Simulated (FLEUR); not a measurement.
# Ag (Fm-3m) in FLEUR: further runs

The runs below take Ag through single point, with PBE, Wu-Cohen GGA.

Program: FLEUR, more than one build. These are calculated values, not measurements. Logs are shortened: lines on timing, memory, paths and dates and some standing lists are left out, and cuts for length are marked.

## (1) The crystal as given

It takes space group Fm-3m (No. 225, cubic). Conventional cell: a = 4.085 Å, b = 4.085 Å, c = 4.085 Å, α = 90.00°, β = 90.00°, γ = 90.00°. Ag (site symmetry m-3m) has 12 Ag at 2.89 Å as nearest neighbours.

## (2) Single point, PBE

inp.xml reads:

```xml
<?xml version="1.0" encoding="UTF-8" standalone="no"?>
<fleurInput fleurInputVersion="0.39">
   <comment>
      Ag                                                                                                  
   </comment>
   <calculationSetup>
      <cutoffs Kmax="4.1" Gmax="12.7" GmaxXC="12.7" numbands="0"/>
      <scfLoop itmax="60" minDistance="0.00001" maxIterBroyd="15" imix="Anderson" alpha="0.05" precondParam="0.0" spinf="2.0" sdNocoIR="T"/>
      <coreElectrons ctail="T" frcor="F" kcrel="0" coretail_lmax="0"/>
      <xcFunctional name="pbe" relativisticCorrections="F"/>
      <magnetism jspins="1"/>
      <soc l_soc="F" theta="0.0" phi="0.0" spav="F"/>
      <expertModes spex="0" secvar="F"/>
      <geometryOptimization l_f="T" forcealpha="1.0" forcemix="BFGS" epsdisp="0.0005" epsforce="0.0002"/>
      <ldaU l_linMix="F" mixParam="0.05" spinf="1.0"/>
   </calculationSetup>
   <cell>
      <bzIntegration valenceElectrons="19.0" mode="hist" fermiSmearingEnergy="0.00183747">
         <kPointListSelection listName="default-1"/>
         <!-- k-points included here -->
         <xi:include xmlns:xi="http://www.w3.org/2001/XInclude" href="kpts.xml"> </xi:include>
      </bzIntegration>
      <!-- symmetry operations included here -->
      <xi:include xmlns:xi="http://www.w3.org/2001/XInclude" href="sym.xml"> </xi:include>
      <bulkLattice scale="1.0">
         <bravaisMatrix>
            <row-1>    0.0000000000000000     3.8602380410266495     3.8602380410266495</row-1>
            <row-2>    3.8602380410266495     0.0000000000000000     3.8602380410266495</row-2>
            <row-3>    3.8602380410266495     3.8602380410266495     0.0000000000000000</row-3>
         </bravaisMatrix>
      </bulkLattice>
   </cell>
   <atomSpecies>
      <species name="Silver (Ag)" element="Ag" atomicNumber="47">
         <mtSphere radius="2.48" gridPoints="837" logIncrement="0.015"/>
         <atomicCutoffs lmax="10" lnonsphr="8"/>
         <electronConfig flipSpins="F">
            <coreConfig>(1s1/2) (2s1/2) (2p1/2) (2p3/2) (3s1/2) (3p1/2) (3p3/2) (3d3/2) (3d5/2)</coreConfig>
            <valenceConfig>(4s1/2) (4p1/2) (4p3/2) (5s1/2) (4d3/2) (4d5/2)</valenceConfig>
            <stateOccupation state="(5s1/2)" spinUp="0.500000" spinDown="0.500000"/>
         </electronConfig>
         <energyParameters s="5" p="5" d="4" f="4"/>
         <lo type="SCLO" l="0" n="4" eDeriv="0"/>
         <lo type="SCLO" l="1" n="4" eDeriv="0"/>
         <lo type="SCLO" l="1" n="4" eDeriv="1"/>
         <lo type="SCLO" l="2" n="4" eDeriv="2"/>
         <lo type="SCLO" l="3" n="4" eDeriv="2"/>
      </species>
   </atomSpecies>
   <atomGroups>
      <atomGroup species="Silver (Ag)">
         <relPos label="                   1">.0000000000 .0000000000 .0000000000</relPos>
         <force calculate="T" relaxXYZ="TTT"/>
      </atomGroup>
   </atomGroups>
   <output dos="F" band="F" slice="F">
      <checks vchk="F" cdinf="F"/>
      <bandDOS minEnergy="-.5*Htr" maxEnergy="0.5*Htr" sigma="0.015" storeEVData="T"/>
      <vacuumDOS vacdos="F" integ="F" star="F" nstars="0" locx1="0.0" locy1="0.0" locx2="0.0" locy2="0.0" nstm="0" tworkf="0.0"/>
      <unfoldingBand unfoldBand="F" supercellX="1" supercellY="1" supercellZ="1"/>
      <plotting iplot="0" polar="F">
         <plot TwoD="T" vec1="  1.0  0.0  0.0" vec2="  0.0  1.0  0.0" vec3="  0.0  0.0  1.0" zero="  0.0  0.0  0.0" file="plot"/>
      </plotting>
      <chargeDensitySlicing numkpt="0" minEigenval="0.0" maxEigenval="0.0" nnne="0" pallst="F"/>
      <specialOutput eonly="F"/>
      <moessbauerParams electricFieldGradient="T" isomerShift="T" coreHyperfine="T" valenceHyperfine="T"/>
      <magneticCircularDichroism mcd="F" energyLo="-10.0" energyUp="0.0"/>
   </output>
  <!-- We include the file relax.xml here to enable relaxations (see documentation) -->
  <xi:include xmlns:xi="http://www.w3.org/2001/XInclude" href="relax.xml"> <xi:fallback/> </xi:include>
</fleurInput>
```

crystal.txt reads:

```
Ag
&input cartesian=F /
0.0000000000  2.0427500000  2.0427500000
2.0427500000  0.0000000000  2.0427500000
2.0427500000  2.0427500000  0.0000000000
1.8897261246
1.0 1.0 1.0

1
47 0.0000000000  0.0000000000  0.0000000000

&kpt div1=11 div2=11 div3=11 gamma=T /
```

Potentials or basis: all-electron, FLAPW.

The run is started by

```sh
$ inpgen -f crystal.txt -profile fastHighL
$ # inp.xml edited to the form shown
$ fleur_MPI
```

The log of the run:

```text
Welcome to FLEUR        (www.flapw.de)
      MaX-Release 8.1          (www.max-centre.eu)

 ========== k-point set info ==========
 Selected k-point list: default-1
 k-point list type: mesh
 11 x 11 x 11
 Number of k points: 56

 ------------Calculation Setup---------------------------
 Number of MPI-tasks      :            1
 Number of PE/node        :            1
 Number of OMP-threads    :            1
 Most efficient MPI parallelization for:
           1           2           4           7           8          14          28          56
 Additional eigenvalue parallelization possible
 Number of basis functions:          179
 Approximate size of matrices (H+S) per k-point:         0.000 GB
 --------------------------------------------------------
 Iteration:     1   Distance:      10.98152683 me/bohr^3
 Iteration:     2   Distance:       9.38492562 me/bohr^3
 Iteration:     3   Distance:       3.66276403 me/bohr^3
 Iteration:     4   Distance:       1.91690827 me/bohr^3
 Iteration:     5   Distance:       1.33193206 me/bohr^3
 Iteration:     6   Distance:       0.20825121 me/bohr^3
 Iteration:     7   Distance:       0.09927268 me/bohr^3
 Iteration:     8   Distance:       0.00540283 me/bohr^3
 Iteration:     9   Distance:       0.00270307 me/bohr^3
 Iteration:    10   Distance:       0.00055643 me/bohr^3
 Iteration:    11   Distance:       0.00001417 me/bohr^3
 Iteration:    12   Distance:       0.00001151 me/bohr^3
 Iteration:    13   Distance:       0.00000034 me/bohr^3

 ********************************************************************
 Run finished successfully
 Stop message:
   Structural relaxation: Done
 ********************************************************************
```

out.xml (last iteration):

```text
<iteration numberForCurrentRun="   14" overallNumber="   14">
         <energyParameters units="Htr">
            <atomicEP atomType="1" spin="1" branch="5s" branchLowest="-3.04" branchHighest="1.59" value="0.2381234080"/>
            <atomicEP atomType="1" spin="1" branch="5p" branchLowest="-1.68" branchHighest="2.27" value="0.3851147797"/>
            <atomicEP atomType="1" spin="1" branch="4d" branchLowest="-12.72" branchHighest="0.32" value="0.1844235562"/>
            <atomicEP atomType="1" spin="1" branch="4f" branchLowest="-9.99" branchHighest="2.33" value="0.6912503028"/>
            <loAtomicEP atomType="1" spin="1" branch="4s" branchLowest="-24.66" branchHighest="-3.04" value="-3.0415454428"/>
            <loAtomicEP atomType="1" spin="1" branch="4p" branchLowest="-20.02" branchHighest="-1.68" value="-1.7042139848"/>
            <loAtomicEP atomType="1" spin="1" branch="4p" branchLowest="-20.02" branchHighest="-1.68" value="-1.7042139848"/>
            <loAtomicEP atomType="1" spin="1" branch="4d" branchLowest="-12.72" branchHighest="0.32" value="0.1777642897"/>
            <loAtomicEP atomType="1" spin="1" branch="4f" branchLowest="-9.99" branchHighest="2.33" value="0.6912521853"/>
         </energyParameters>
         <eigenvalues>
            <eigenvaluesAt spin="1" ikpt="1" k_x="0.00000000" k_y="0.00000000" k_z="0.00000000">
                      -3.0421776246       -1.6964645541       -1.6964645541       -1.6964645541        0.0519404436
                       0.1618755273        0.1618755273        0.1618755273        0.2000490408        0.2000490408
                       0.9214606081        1.0531788079        1.0531788079        1.0531788079        1.2372443426
            </eigenvaluesAt>
            <eigenvaluesAt spin="1" ikpt="2" k_x="0.00000000" k_y="0.00000000" k_z="0.09090909">
                      -3.0421273611       -1.6969444630       -1.6965370981       -1.6965370981        0.0613429553
                       0.1598450852        0.1643975809        0.1643975809        0.1991605572        0.1991605572
                       0.9206358365        0.9892758483        1.0573313854        1.0573313854        1.2174421617
            </eigenvaluesAt>
            <eigenvaluesAt spin="1" ikpt="3" k_x="0.00000000" k_y="0.00000000" k_z="0.18181818">
                      -3.0419927291       -1.6982323130       -1.6967314385       -1.6967314385        0.0858367906
                       0.1585046158        0.1689221290        0.1689221290        0.1995025098        0.1995025098
                       0.8419260410        0.9537045068        1.0634396429        1.0634396429        1.1721490815
            </eigenvaluesAt>
            <eigenvaluesAt spin="1" ikpt="4" k_x="0.00000000" k_y="0.00000000" k_z="0.27272727">
                      -3.0418161227       -1.6999139261       -1.6969866005       -1.6969866005        0.1057275618
                       0.1686152866        0.1686152866        0.1796629177        0.2073329224        0.2073329224
                       0.7148223176        0.9382200897        1.0524588889        1.0524588889        1.1793865034
            </eigenvaluesAt>
         </eigenvalues>
         <bandgap value="0.0656906071" units="eV"/>
         <sumValenceSingleParticleEnergies value="-14.3079719605" units="Htr"/>
         <FermiEnergy value="0.3470008984" units="Htr"/>
         <valenceDensity>
            <mtCharges spin="1">
               <mtCharge atomType="1" total="17.7106884" s="2.3804258" p="6.2524228" d="9.0531979" f="0.0189627"/>
            </mtCharges>
            <spinDependentCharge spin="1" total="19.0000000" interstitial="1.2893116" mtSpheres="17.7106884"/>
            <totalCharge value="19.0000000000"/>
         </valenceDensity>
         <coreStates atomType="     1" atomicNumber=" 47" spin="1" kinEnergy="   5366.7869972687" eigValSum="  -3164.7186327619" lostElectrons=" 0.000000">
            <state n="1" l="0" j="0.5" energy="-929.8930502560" weight="1.0000000000"/>
            <state n="2" l="0" j="0.5" energy="-136.5016607276" weight="1.0000000000"/>
            <state n="2" l="1" j="0.5" energy="-126.8150984877" weight="1.0000000000"/>
            <state n="2" l="1" j="1.5" energy="-120.3717897261" weight="2.0000000000"/>
            <state n="3" l="0" j="0.5" energy="-24.6623327800" weight="1.0000000000"/>
            <state n="3" l="1" j="0.5" energy="-20.8098499212" weight="1.0000000000"/>
            <state n="3" l="1" j="1.5" energy="-19.6726508613" weight="2.0000000000"/>
            <state n="3" l="2" j="1.5" energy="-12.8550979627" weight="2.0000000000"/>
            <state n="3" l="2" j="2.5" energy="-12.6260823694" weight="3.0000000000"/>
         </coreStates>
         <allElectronCharges>
            <spinDependentCharge spin="1" total="47.0000000" interstitial="1.2893116" mtSpheres="45.7106884"/>
            <totalCharge value="46.9999999993"/>
         </allElectronCharges>
         <moessbauerParams unitsHFF="kG" unitsIS="e/bohr^3" unitsEFG="Htr/bohr^2">
            <coreIsomerShift atomType="1" isTotal="147445.84745">
               <shell n="1" l="0" isomerShift="129458.76636"/>
               <shell n="2" l="0" isomerShift="14817.15228"/>
               <shell n="2" l="1" isomerShift="309.83507"/>
               <shell n="3" l="0" isomerShift="2797.39989"/>
               <shell n="3" l="1" isomerShift="62.69384"/>
               <shell n="3" l="2" isomerShift="0.00001"/>
            </coreIsomerShift>
            <isomerShift atomType="1" nucleusRadius="0.0001124" averageDensity="147993.44299"/>
            <electricFieldGradient atomType="1" VXX="0.00000" VYY="0.00000" VZZ="0.00000" asymParam="0.00000">
            </electricFieldGradient>
         </moessbauerParams>
         <totalEnergy                                    value="    -5317.3075559700" units="Htr">
            <sumOfEigenvalues                            value="    -3179.0266047224">
               <coreElectrons value="-3164.7186327619"/>
               <valenceElectrons value="-14.3079719605"/>
            </sumOfEigenvalues>
            <densityCoulombPotentialIntegral value="-8548.1389455841"/>
            <densityEffectivePotentialIntegral value="-8743.1752155454"/>
            <chargeDenXCDenIntegral value="-149.5063171310"/>
            <FockExchangeEnergyValence value="0.0000000000"/>
            <FockExchangeEnergyCore value="0.0000000000"/>
            <atomTypeDependentContributions atomType="1">
               <electronNucleiInteractionDifferentMTs value="6437.6673232795"/>
               <MadelungTerm value="-20.2130535905"/>
            </atomTypeDependentContributions>
            <tkbTimesEntropy value="0.0000995435"/>
            <freeEnergy value="-5317.3076555135"/>
            <extrapolationTo0K value="-5317.3076057418"/>
         </totalEnergy>
         <totalForcesOnRepresentativeAtoms units="Htr/bohr">
            <forceTotal atomType="1" x="0.000000" y="0.000000" z="0.000000" F_x="0.00000000" F_y="0.00000000" F_z="0.00000000"/>
         </totalForcesOnRepresentativeAtoms>
      </iteration>
```

Wall time 15 s (1 thread of AMD EPYC 9R45 (Zen 5), shared host); peak memory 0.07 GiB.

What came out:

```yaml
Free_energy: -144691.3124 eV
Band_gap_on_the_k_mesh: none (metal or under the smearing width)
Valence_electrons_inside_the_program's_atomic_spheres: Ag 17.71 (radii Ag 2.48 bohr)
```

Core levels (eV from the Fermi level):
| atom | levels |
| --- | --- |
| 1 Ag | 1s1/2 -25313.1, 2s1/2 -3723.8, 2p1/2 -3460.3, 2p3/2 -3284.9, 3s1/2 -680.5, 3p1/2 -575.7, 3p3/2 -544.8, 3d3/2 -359.2, 3d5/2 -353.0 |

(Part 1 of 2 ends here.)
